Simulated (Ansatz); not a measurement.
# Hg (Fm-3m), tetragonal deformation path

These are results of DFT PBE+D3(BJ), scalar-relativistic, plane waves, PAW in Ansatz, not measurements. The runs took a 420 eV cutoff, a Γ-centred 20×20×20 mesh and Gaussian smearing (0.15 eV). Spin–orbit coupling is left out, which can shift energies with elements as heavy as these. No spin polarisation. Energies are free energies at this smearing, counted from the undisturbed cell; pressure is positive in compression.

Reference structure (as given, not relaxed at this level; it stands at -1.3 GPa; this fcc form isn't the usual structure):

```
Hg
1.0
     0.00000    2.39191    2.39191
     2.39191    0.00000    2.39191
     2.39191    2.39191    0.00000
Hg
1
Cartesian
  0.0000 0.0000 0.0000
```

At fixed volume and fractional coordinates, lengths along (0.000, 0.000, 1.000) are scaled against those across it; ρ is that ratio over its starting value. The cell is metallic on the mesh throughout. At ρ = 0.707 the cell becomes cubic (Im-3m), and there the slope of the energy vanishes by symmetry.

```tsv
ρ	ΔE (meV/atom)
0.650	-17.7
0.707	-18.4
0.780	-17.1
0.850	-13.3
0.920	-6.7
0.960	-1.9
1.000	0.0
1.050	-2.8
1.100	-6.6
1.200	-12.0
1.300	-11.4
1.414	-1.2
1.500	16.1
```

**Question.** Predict the pressure (GPa) at each point.

**Answer.**
| ρ | pressure (GPa) |
| --- | --- |
| 0.650 | -1.3 |
| 0.707 | -1.2 |
| 0.780 | -1.3 |
| 0.850 | -1.3 |
| 0.920 | -1.2 |
| 0.960 | -1.2 |
| 1.000 | -1.3 |
| 1.050 | -1.3 |
| 1.100 | -1.5 |
| 1.200 | -1.6 |
| 1.300 | -1.5 |
| 1.414 | -1.1 |
| 1.500 | -0.4 |